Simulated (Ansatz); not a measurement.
Runs of Ansatz 0.2.0 on Ir. The structure is cubic, space group Fm-3m (No. 225). The conventional cell has a = 3.831 Å, b = 3.831 Å, c = 3.831 Å, α = 90.00°, β = 90.00°, γ = 90.00°. Around Ir (site symmetry m-3m) lie 12 Ir at 2.71 Å. 

| task | level | spin | k mesh | cutoff (eV) | q mesh | points for each segment of the path | atoms under strain | gap on the mesh (eV) | pressure (GPa) | V0 of scaled cells (Å³/atom) | B0 (GPa) |
| --- | --- | --- | --- | --- | --- | --- | --- | --- | --- | --- | --- |
| phonons | PBEsol | off | 10 × 10 × 10 | 420 | 2 × 2 × 2 | 8 | - | none | - | - | - |
| equation of state | LDA | off | 12 × 12 × 12 | 420 | - | - | - | - | - | (c) | (b) |
| equation of state | PBE | off | 12 × 12 × 12 | 420 | - | - | - | - | - | 14.48 | 349 |
| equation of state | r2SCAN | off | 12 × 12 × 12 | 500 | - | - | - | - | - | 14.19 | 379 |
| band structure | PBEsol | SOC, no magnetisation | 12 × 12 × 12 | 420 | - | 14 | - | none | (a) | - | - |
| elastic constants | PBEsol | off | 10 × 10 × 10 | 420 | - | - | relaxed | none | -0.2 | - | - |

Alike in all rows: potentials or basis Ansatz PAW; cell as given; smearing fermi-dirac 0.05 eV.

**Question.** Fill in the values left out.

**Answer.** (a) 0.0; (b) 406; (c) 13.82.

Caveats: the PAW data sets come from PBE, with cores solved anew for the run's functional, which leaves a small shift of forces and pressure (some runs); the PAW data sets were made with another functional, which shifts forces and pressure a little (some runs); elastic constants of metals need much finer meshes, so these are rough (some runs).

A k mesh can miss the band edges, and rows without SOC leave out spin-orbit coupling on Ir.

A gap of «none» marks a metal or a gap under the smearing width.
